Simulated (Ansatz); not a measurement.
# PbS: the cost of one run

The runs shown are made with Ansatz 0.2.0. PAW datasets, plane waves. Spin-unpolarised throughout; all numbers are computed.

## 1. The cell

The unstrained cell was relaxed with r2SCAN+rVV10; in each strained cell the atoms were relaxed again with r2SCAN+rVV10. Names of k-points are those of the unstrained zone, where strain can split equivalent points. First state: -3.7 % biaxial strain in x and y, z held.

Space group Cmcm (No. 63), orthorhombic; conventional cell a = 3.974 Å, b = 11.302 Å, c = 4.260 Å, 23.92 Å³ an atom. Near Pb stand 5 S at 2.68–2.92 Å; near S stand 5 Pb at 2.68–2.92 Å.

Structure file:

```xyz
4
Lattice="1.9870 -5.6509 0.0000 1.9870 5.6509 0.0000 0.0000 0.0000 4.2604" Properties=species:S:1:pos:R:3 pbc="T T T"
Pb    1.9870   -4.2590    3.1953
Pb    1.9870    4.2590    1.0651
S     1.9870   -1.5836    3.1953
S     1.9870    1.5836    1.0651
```

## 2. -3.7 % biaxial strain in x and y, z held: PBE

The input, input.yaml:

```yaml
crystal:
  lattice:
    - [1.986976971, -5.6509386248, 0.0]
    - [1.986976971, 5.6509386248, 0.0]
    - [0.0, 0.0, 4.2604423679]
  atoms:
    - { symbol: Pb, position: [0.8768390596, 0.1231609404, 0.75] }
    - { symbol: Pb, position: [0.1231609404, 0.8768390596, 0.25] }
    - { symbol: S, position: [0.6401209567, 0.3598790433, 0.75] }
    - { symbol: S, position: [0.3598790433, 0.6401209567, 0.25] }
kpoints:
  mp_grid: { grid: [6, 6, 6] }
  band_path:
    path:
      - [0.0, 0.0, 0.0]
      - [-0.5, 0.5, 0.0]
      - [-0.2809089673, 0.7190910327, 0.0]
      - [0.2809089673, 0.2809089673, 0.0]
      - [0.0, 0.0, 0.5]
      - [0.2809089673, 0.2809089673, 0.5]
      - [-0.2809089673, 0.7190910327, 0.5]
      - [-0.5, 0.5, 0.5]
      - [0.0, 0.5, 0.0]
      - [-0.5, 0.5, 0.35]
      - [-0.5, -0.5, 0.361979]
      - [0.199219, 0.200521, 0.0]
    npoints: 1
hamiltonian:
  xc: pbe
scf:
  occupations: { method: fermi_dirac, width: 0.02 }
  n_extra_bands: 5
output:
  forces: true
  stress: true
  eigenvalues: true
  write_density: true
  write_potential: true
  elf: true
  volumetric_format: npy
```

On the command line:

```sh
$ ansatz run input.yaml --threads 4 --pin off --max-ram 3686MiB --backend cpu --events-out ev --progress --plain --runs-dir out
```

Q: Estimate wall time and peak memory on 4 threads of Arm Neoverse N1, shared host.

About 6 s, with a peak of 0.52 GiB.
